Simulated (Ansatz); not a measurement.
# CuO: convergence and cost

This session on CuO sets out to test the plane-wave cutoff on the displaced cell.

Method: DFT PBEsol, scalar-relativistic, plane waves, PAW, in Ansatz 0.2.0.

1 further run of the same task is left out (set aside as unsound or not needed). Runs told in other sessions of the task aren't counted.

## 1. The starting structure

The structure is monoclinic, space group Cc (No. 9). Conventional cell: a = 4.689 Å, b = 3.427 Å, c = 5.132 Å, α = 90.00°, β = 99.65°, γ = 90.00°. Cu (site symmetry 1) is surrounded by 4 O at 1.91 to 2.02 Å. O (site symmetry 1) has 4 Cu at 1.91 to 2.02 Å in its first shell of neighbours.

Coordinates:

```cif
data_structure
_symmetry_space_group_name_H-M 'Cc'
_symmetry_Int_Tables_number 9
_cell_length_a 4.6893
_cell_length_b 3.4268
_cell_length_c 5.1321
_cell_angle_alpha 90.000
_cell_angle_beta 99.653
_cell_angle_gamma 90.000
_cell_volume 81.30
loop_
_atom_site_label
_atom_site_type_symbol
_atom_site_symmetry_multiplicity
_atom_site_Wyckoff_symbol
_atom_site_fract_x
_atom_site_fract_y
_atom_site_fract_z
_atom_site_occupancy
Cu1 Cu 4 a 0.25000 0.24680 0.00000 1
O1 O 4 a 0.48850 0.91710 0.25370 1
```

The structure comes from the Crystallography Open Database; it is used as listed.

## 2. The base run, which the others are set against

input.yaml reads:

```yaml
crystal:
  lattice:
    - [2.34465, -1.7134, 0.0]
    - [2.34465, 1.7134, 0.0]
    - [-0.86055, 0.0, 5.05944]
  atoms:
    - { symbol: Cu, position: [0.0032, 0.4968, 0.0] }
    - { symbol: Cu, position: [0.4968, 0.0032, 0.5] }
    - { symbol: O, position: [0.5714, 0.4056, 0.2537] }
    - { symbol: O, position: [0.4056, 0.5714, 0.7537] }
basis:
  ecutwfc: 420
kpoints:
  mp_grid: { grid: [16, 16, 8] }
hamiltonian:
  xc: pbesol
scf:
  occupations: { method: gaussian, width: 0.1 }
output:
  forces: true
  stress: true
  eigenvalues: true
  populations: true
  write_density: true
  write_potential: true
  elf: true
  volumetric_format: npy
```

Its results, from an earlier run: -3574.0895 eV/atom at zero smearing, pressure -2.71 GPa, largest force 0.758 eV/Å, no gap on the mesh, in 8 SCF cycles and 72 s.

The runs on the displaced cell use a copy made earlier, with the atoms moved and the axes strained (about 1 %) at random, so that forces and shear stress do not vanish.

## 3. Plane-wave cutoff on the displaced cell: 200 eV

input.yaml reads:

```yaml
crystal:
  lattice:
    - [2.3404404522, -1.7107783127, -0.0229301573]
    - [2.3197430003, 1.6824555157, -0.0101368612]
    - [-0.8908838133, 0.0240860588, 5.0786274137]
  atoms:
    - { symbol: Cu, position: [-0.0082652229, 0.4939545091, -0.0055067082] }
    - { symbol: Cu, position: [0.4909130835, -0.0195801087, 0.4987901057] }
    - { symbol: O, position: [0.5733962104, 0.3983939412, 0.2576963426] }
    - { symbol: O, position: [0.3918683292, 0.5610426818, 0.7397132466] }
basis:
  ecutwfc: 200
kpoints:
  mp_grid: { grid: [10, 10, 6] }
hamiltonian:
  xc: pbesol
scf:
  occupations: { method: gaussian, width: 0.1 }
output:
  forces: true
  stress: true
  eigenvalues: true
```

Started as:

```bash
ansatz run input.yaml --threads 1 --pin off --max-ram 2560MiB --backend cpu --events-out ev --progress --plain --runs-dir out
```

Further runs follow: plane-wave cutoff on the displaced cell set to 250 eV; plane-wave cutoff on the displaced cell: 300 eV; plane-wave cutoff on the displaced cell: 350 eV; plane-wave cutoff on the displaced cell set to 600 eV.

**Question.** What does this series show?

The runs gave:

| quantity | value |
| --- | --- |
| plane-wave cutoff on the displaced cell: within 10 and 1 meV/atom of 600 eV from | 420 eV for 10; none of the others for 1 |

**Reading.** The energy still moves by 5.17 meV/atom between the last two values of the plane-wave cutoff on the displaced cell, so 1 meV/atom is not shown to be reached. Much of this error cancels in differences between similar cells. The pressure is off by up to 28.9 GPa. Forces stay within 0.01 eV/Å of the reference from 420 eV on. The listed cell is far from this method's equilibrium (-2.7 GPa, forces up to 0.76 eV/Å), so its values are not those of the relaxed crystal. The settings are coarse, so take the values as rough. Spin polarisation is off in the runs that give these values; a magnetic solution could lie lower.
